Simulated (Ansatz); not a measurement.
The system is SrCl2.

```
Sr Cl
1.0
     0.00000    3.48835    3.48835
     3.48835    0.00000    3.48835
     3.48835    3.48835    0.00000
Sr Cl
1 2
Direct
  0.00000 0.00000 0.00000
  0.75000 0.75000 0.75000
  0.25000 0.25000 0.25000
```

Program: Ansatz 0.2.0. Alike in all runs: task projected density of states; potentials or basis Ansatz PAW; no spin polarisation; cell as given; k mesh 4 × 4 × 4; smearing fermi-dirac 0.05 eV.

Problem. Order these runs on this cell by their band gap on the k mesh, lowest first.
A. level revPBE; cutoff (eV) 420
B. level r2SCAN; cutoff (eV) 500
C. level LDA; cutoff (eV) 420
D. level HSE06; cutoff (eV) 420
E. level PBE; cutoff (eV) 420

Solution. C (4.88 eV), E (5.34 eV), A (5.63 eV), B (5.97 eV), D (6.62 eV).

Caveats: the density of states is complete only up to the lowest level of the last band computed.

A k mesh can miss the band edges.
